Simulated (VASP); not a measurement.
# GaP (I-4m2) in VASP: further runs, part 2 of 2

VASP 6.6.1. The steps go on from the part before.

## Step 3: Dielectric tensor, PBE

Input file INCAR:

```
PREC = Accurate
ENCUT = 520
EDIFF = 1E-8
ISMEAR = 0
SIGMA = 0.02
LREAL = F
LASPH = T
NELM = 80
ALGO = Normal
ISIF = 2
LWAVE = F
LCHARG = F
GGA = PE
LEPSILON = T
```

Input file KPOINTS:

```
Automatic mesh
0
Gamma
  12 12 12
```

Input file POSCAR:

```
GaP
1.0
    0.0000000000      2.7252500000      2.7252500000
    2.6979975000      0.0000000000      2.7252500000
    2.6979975000      2.7252500000      0.0000000000
Ga P
1 1
Direct
    0.0000000000      0.0000000000      0.0000000000
    0.2500000000      0.2500000000      0.2500000000
```

Potentials or basis: VASP PAW PBE potentials, release 64 (Ga_d, P).

Command:

```sh
$ cat potpaw_PBE.64/Ga_d/POTCAR potpaw_PBE.64/P/POTCAR > POTCAR
$ mpirun -np 1 vasp_std > vasp.out
```

OUTCAR:

```text
PREC = Accurate
   ENCUT = 520
   EDIFF = 1E-8
   ISMEAR = 0
   LREAL = F
   LASPH = T
   NELM = 80
   ISIF = 2
   GGA = PE
   LEPSILON = T

 ion  position               nearest neighbor table
   1  0.000  0.000  0.000-   2 2.35   2 2.35   2 2.35   2 2.35
   2  0.250  0.250  0.250-   1 2.35   1 2.35   1 2.35   1 2.35

  LATTYP: Found a body centered tetragonal cell.
 ALAT       =     3.8540855109
 C/A-ratio  =     1.4000714267

  Lattice vectors:

 A1 = (  -2.6979975000,   0.0000000000,  -2.7252500000)
 A2 = (  -2.6979975000,   0.0000000000,   2.7252500000)
 A3 = (   2.6979975000,   2.7252500000,   0.0000000000)

Analysis of symmetry for initial positions (statically):
=====================================================================
 Subroutine PRICEL returns:
 Original cell was already a primitive cell.

 Routine SETGRP: Setting up the symmetry group for a
 body centered tetragonal supercell.

 Subroutine GETGRP returns: Found  8 space group operations
 (whereof  8 operations were pure point group operations)
 out of a pool of 16 trial point group operations.

The static configuration has the point symmetry D_2d.

Analysis of symmetry for dynamics (positions and initial velocities):
=====================================================================
 Subroutine PRICEL returns:
 Original cell was already a primitive cell.

 Routine SETGRP: Setting up the symmetry group for a
 body centered tetragonal supercell.

 Subroutine GETGRP returns: Found  8 space group operations
 (whereof  8 operations were pure point group operations)
 out of a pool of 16 trial point group operations.

The dynamic configuration has the point symmetry D_2d.
[... 564 lines left out ...]

 HEAD OF MICROSCOPIC STATIC DIELECTRIC TENSOR (INDEPENDENT PARTICLE, excluding Hartree and local field effects)
 ------------------------------------------------------
          10.846592     0.000000    -0.000000
           0.000000    10.957634     0.000000
          -0.000000     0.000000    10.957634
 ------------------------------------------------------

 Free energy of the ion-electron system (eV)
  ---------------------------------------------------
  ---------------------------------------------------
  free energy    TOTEN  =        -1.11704526 eV

  energy without entropy =       -1.11704526

------------------------ aborting loop because EDIFF is reached ----------------------------------------

--------------------------------------- Ionic step        2  -------------------------------------------

------------------------ aborting loop because EDIFF is reached ----------------------------------------

--------------------------------------- Ionic step        3  -------------------------------------------

 Free energy of the ion-electron system (eV)
  ---------------------------------------------------
  ---------------------------------------------------
  free energy    TOTEN  =        -1.12750541 eV

  energy without entropy =       -1.12750541

------------------------ aborting loop because EDIFF is reached ----------------------------------------

 PIEZOELECTRIC TENSOR FIELD DIRECTION 3  (e Angst)
 -----------------------------------------------------------------------------
    -0.00026 -1.96165  0.00000           ( -0.00001 -0.04021  0.00000)
    -1.96165 -0.00028  0.00000           ( -0.04021  0.00000  0.00000)
     0.00000  0.00000  0.00026           (  0.00000  0.00000  0.00000)

 PIEZOELECTRIC TENSOR FIELD DIRECTION 3  (C/m^2)
 -----------------------------------------------------------------------------
    -0.00010 -0.78424  0.00000
    -0.78424 -0.00011  0.00000
     0.00000  0.00000  0.00010

 MACROSCOPIC STATIC DIELECTRIC TENSOR (including local field effects in DFT)
 ------------------------------------------------------
          10.324530     0.000000     0.000000
           0.000000    10.414803    -0.000000
           0.000000    -0.000000    10.414803
 ------------------------------------------------------

 PIEZOELECTRIC TENSOR (including local field effects)  for field in x, y, z        (e  Angst)
          XX          YY          ZZ          XY          YZ          ZX
  --------------------------------------------------------------------------------
  x     0.00000     0.00000     0.00000     0.00000    -2.00558     0.00000
  y     0.00000    -0.00000     0.00000     0.00000     0.00000    -1.96015
  z     0.00000     0.00000     0.00000    -1.96015     0.00000     0.00000

 PIEZOELECTRIC TENSOR (including local field effects)  for field in x, y, z        (C/m^2)
          XX          YY          ZZ          XY          YZ          ZX
  --------------------------------------------------------------------------------
  x     0.00000     0.00000     0.00000     0.00000    -0.80180     0.00000
  y     0.00000    -0.00000     0.00000     0.00000     0.00000    -0.78364
  z     0.00000     0.00000     0.00000    -0.78364     0.00000     0.00000

 BORN EFFECTIVE CHARGES (including local field effects) (in |e|, cummulative output)
 ---------------------------------------------------------------------------------
 ion    1
    1     2.12718     0.00000     0.00000
    2     0.00000     2.17177     0.00000
    3     0.00000     0.00000     2.17177
 ion    2
    1    -2.12718     0.00000     0.00000
    2     0.00000    -2.17177     0.00000
    3    -0.00000     0.00000    -2.17177
```

OSZICAR:

```text
N       E                     dE             d eps       ncg     rms          rms(c)
DAV:   1     0.792687850985E+02    0.79269E+02   -0.94302E+03  4328   0.200E+03
[... 13 lines left out ...]
RMM:   9    -0.112750180846E+01    0.46695E-04   -0.10620E-06 24654   0.100E-02    0.624E-04
RMM:  10    -0.112752963209E+01   -0.27824E-04   -0.20498E-06 25677   0.392E-03    0.434E-04
RMM:  11    -0.112750987818E+01    0.19754E-04    0.10097E-06 24311   0.182E-03    0.118E-04
RMM:  12    -0.112750655550E+01    0.33227E-05   -0.52946E-08 25246   0.733E-04    0.657E-05
RMM:  13    -0.112750602164E+01    0.53386E-06    0.17473E-07 17038   0.283E-04    0.140E-05
RMM:  14    -0.112750533583E+01    0.68581E-06   -0.17256E-08 11055   0.123E-04    0.105E-05
RMM:  15    -0.112750540971E+01   -0.73880E-07    0.26578E-08  8909   0.789E-05    0.786E-06
```

stdout:

```text
POSCAR found type information on POSCAR GaP
 POSCAR found :  2 types and       2 ions
 scaLAPACK will be used
 LDA part: xc-table for (Slater+PW92), standard interpolation
 POSCAR, INCAR and KPOINTS ok, starting setup
 FFT: planning ... GRIDC
 FFT: planning ... GRID_SOFT
 FFT: planning ... GRID
 WAVECAR not read
 entering main loop
 Linear response reoptimize wavefunctions to high precision
 Linear response G [H, r] |phi>, progress :
  Direction:   1
 Linear response G [H, r] |phi>, progress :
  Direction:   2
 Linear response G [H, r] |phi>, progress :
  Direction:   3
 Linear response to external field (no local field effect), progress :
  Direction:   1
 dielectric tensor                  component  1 :    10.847     5.298     1.018
 Linear response to external field (no local field effect), progress :
  Direction:   2
 dielectric tensor                  component  2 :     5.298    13.604    -3.336
 Linear response to external field (no local field effect), progress :
  Direction:   3
 dielectric tensor                  component  3 :     1.013    -3.337     8.311
 Linear response to external field, progress :
  Direction:   1
 dielectric tensor                  component  1 :    10.325     3.379    -1.854
 Linear response to external field, progress :
  Direction:   2
 dielectric tensor                  component  2 :     1.016    10.415    -0.173
 Linear response to external field, progress :
  Direction:   3
 dielectric tensor                  component  3 :    -0.306    -1.987    10.415
 Born effective charges drift removed
```

Run time: 17 min. Hardware: 1 thread of Intel Xeon Platinum 8488C (Sapphire Rapids), shared host; peak memory 0.66 GiB.

What came out:

```
Band gap on the k mesh                  : 1.48 eV, indirect (least direct gap 1.87 eV)
Electronic dielectric tensor (diagonal) : 10.32, 10.41, 10.41
Born charges (mean of the diagonal)     : Ga +2.16; P -2.16 e
```

Electronic dielectric tensor:
```
10.32  0.00  0.00
 0.00 10.41  0.00
 0.00  0.00 10.41
```

Born effective charge tensors (e):
atom 1, Ga
```
2.13 0.00 0.00
0.00 2.17 0.00
0.00 0.00 2.17
```
atom 2, P
```
-2.13  0.00  0.00
 0.00 -2.17  0.00
 0.00  0.00 -2.17
```

A k mesh can miss the band edges.
